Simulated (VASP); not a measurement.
A convergence study with VASP on LiI (rock salt): one setting is varied, all else stays as given below, so the limit is that of these other settings.

```
LiI
1.0
    0.00000     3.01000     3.01000
    3.01000     0.00000     3.01000
    3.01000     3.01000     0.00000
Li I
1 1
Direct
  0.00000   0.00000   0.00000
  0.50000   0.50000   0.50000
```

These are PBE GGA, VASP's PBE PAW potentials (set 64) (plane waves; VASP) values and carry that method's errors. The tightest run used: 700 eV cut-off, 17×17×17 Γ-centred mesh, Gaussian smearing of 0.050 eV, potentials Li_sv I.

### Question
The settings run are 1×1×1 mesh; 2×2×2 mesh; 3×3×3 mesh; 4×4×4 mesh; 5×5×5 mesh; 6×6×6 mesh; 7×7×7 mesh; 8×8×8 mesh; 9×9×9 mesh; 10×10×10 mesh; 11×11×11 mesh; 12×12×12 mesh; 13×13×13 mesh; 14×14×14 mesh; 15×15×15 mesh; 16×16×16 mesh; 17×17×17 mesh. From which on does the stress (every component) stay within 0.2 GPa of the tightest run?

### Answer
From 4×4×4 mesh on: it is off by 0.18 there and by no more than 0.2 in any finer run, while 3×3×3 mesh is off by 0.83.
```tsv
setting	E (eV/atom)	pressure (GPa)	irreducible k-points	difference judged (GPa)
1×1×1 mesh	0.7524	31.77	1	31.82
2×2×2 mesh	-2.5443	4.68	3	4.72
3×3×3 mesh	-2.8660	0.79	4	0.83
4×4×4 mesh	-2.9063	0.14	8	0.18
5×5×5 mesh	-2.9128	0.00	10	0.04
6×6×6 mesh	-2.9140	-0.03	16	0.01
7×7×7 mesh	-2.9143	-0.04	20	0.00
8×8×8 mesh	-2.9143	-0.04	29	0.00
9×9×9 mesh	-2.9143	-0.04	35	0.00
10×10×10 mesh	-2.9143	-0.04	47	0.00
11×11×11 mesh	-2.9143	-0.05	56	0.00
12×12×12 mesh	-2.9143	-0.04	72	0.00
13×13×13 mesh	-2.9143	-0.04	84	0.00
14×14×14 mesh	-2.9143	-0.04	104	0.00
15×15×15 mesh	-2.9143	-0.04	120	0.00
16×16×16 mesh	-2.9143	-0.04	145	0.00
17×17×17 mesh	-2.9143	-0.04	165	0.00
```

Left out are rungs that failed or repeat a setting and relaxations that didn't move; long series are thinned to 24 rows.

The compound is LiI in the rock salt structure. The cell was not relaxed at this level.
